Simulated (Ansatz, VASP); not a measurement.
BN in VASP and in Ansatz

```
CELL_PARAMETERS angstrom
2.50435 0.00000 0.00000
-1.25217 2.16883 0.04067
0.00000 0.13161 7.01910
ATOMIC_POSITIONS crystal
B 0.33333 0.66667 0.25000
B 0.66667 0.33333 0.75000
N 0.33333 0.66667 0.75000
N 0.66667 0.33333 0.25000
```

Change from the starting cell: strain +0.0375 x Voigt [0, 0, 0, 1, 0, 0], atoms carried along.

Alike in both runs: task single point; functional PBEsol; k mesh 12 × 12 × 4; occupations gaussian, width 0.05 eV; no spin polarisation.

```csv
,VASP,Ansatz
version,VASP 6.6.1,Ansatz 0.2.0
potentials or method,"VASP PAW PBE potentials, release 64 (B, N)","scalar-relativistic, plane waves, PAW"
plane-wave cutoff (eV),520,420
valence electrons in the cell,16,16
```

Ansatz gave:

| Item | Value |
| --- | --- |
| gap on the k mesh at the Fermi level (eV) | 4.23 |
| least direct gap on the mesh (eV) | 4.47 |
| pressure (GPa) | -0.1 |
| largest component of the traceless stress (GPa) | 0.11 |

Task: What did VASP give for the same quantities?

Result: gap on the k mesh at the Fermi level (eV): 4.22; least direct gap on the mesh (eV): 4.46; pressure (GPa): 0.2; largest component of the traceless stress (GPa): 0.32.

Caveats: the PAW data sets were made with another functional, which shifts forces and pressure a little (VASP); this functional lacks dispersion, which binds the layers, so the pressure and a relaxed spacing across them are unreliable. A k mesh can miss the band edges.
